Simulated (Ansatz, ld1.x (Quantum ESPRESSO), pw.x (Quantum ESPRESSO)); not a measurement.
# aluminium: one change to the TM potential, in the atom and in the bcc crystal

ld1.x (Quantum ESPRESSO) 7.5 input, shortened:

```
&input
   title='Al', zed=13., rel=1, dft='PBE', iswitch=3,
   config='[Ne] 3s2 3p1'
 /
 &inputp
   pseudotype=2, tm=.true., lloc=-1, rcloc=1.60,
   nlcc=.false.
 /
2
3S  1  0   2.00   0.00  1.85  1.85  0.0
3P  2  1   1.00   0.00  2.20  2.20  0.0
 &test
   configts(1)='3s2 3p1'
 /
```

Change: core correction a·sin(br)/r model core inside 1.80 bohr.

Cutoffs, loose and tight: the cutoffs (Ry, on a coarse ladder) from which the occupation-weighted sum of valence levels, in a spherical-Bessel basis at the reference potential, stays within 10 and 1 mRy of its value at 400 Ry. They do not see the model core or the augmentation charge, which bear on the density cutoff. Test errors are all-electron minus pseudo excitation energies from the reference, over the configurations 3s2 3p0; 3s1 3p0; 3s2 3p0.5; 3s0 3p3; 3s2 3p1.3; 3s1 3p1; 3s1 3p2; variants that change the core or the reference have their own tests.

Crystal test: bcc Al in pw.x 7.5, no spin, 14³ k-points, Fermi–Dirac smearing 0.01 Ry, cutoffs set for each file from its atomic test. The reference is all-electron LAPW (Ansatz 0.2.0) with the same functional, mesh and smearing; V0 and B0 come from Birch–Murnaghan fits to the pressures at five volumes. Errors are pseudo minus all-electron; Δ is the rms difference of the E(V) curves that follow from these fits, minima aligned, over ±6 % about the mean V0. Mesh and smearing are coarse, so the numbers serve the comparison and aren't converged zero-temperature values; the lattice is a test structure that the element need not adopt.

All-electron: a0 = 3.237 Å (V0 = 16.96 Å³/atom), B0 = 68.4 GPa.

Problem. Does the change bring the crystal closer to the all-electron result?

Solution. The mean pressure error goes from +1.92 to +1.36 GPa, so the change moves the solid closer to the all-electron pressures.

| quantity | base | changed |
| --- | --- | --- |
| outcome (atom) | generated | generated |
| cutoff, loose (atom) | 10 Ry | 10 Ry |
| cutoff, tight (atom) | 30 Ry | 30 Ry |
| bound ghosts (atom) | none | none |
| largest test error (meV) (atom) | +30 | +13 |
| cutoffs in pw.x (Ry) | 40/160 | 50/200 |
| a0 (Å) | 3.267 | 3.258 |
| a0 error (%) | +0.91 | +0.64 |
| B0 error (%) | -3.5 | -1.4 |
| Δ (meV/atom) | 6.9 | 4.9 |
| mean pressure error (GPa) | +1.92 | +1.36 |

Base: This is a poor potential for the solid. Changed file: This is a poor potential for the solid.
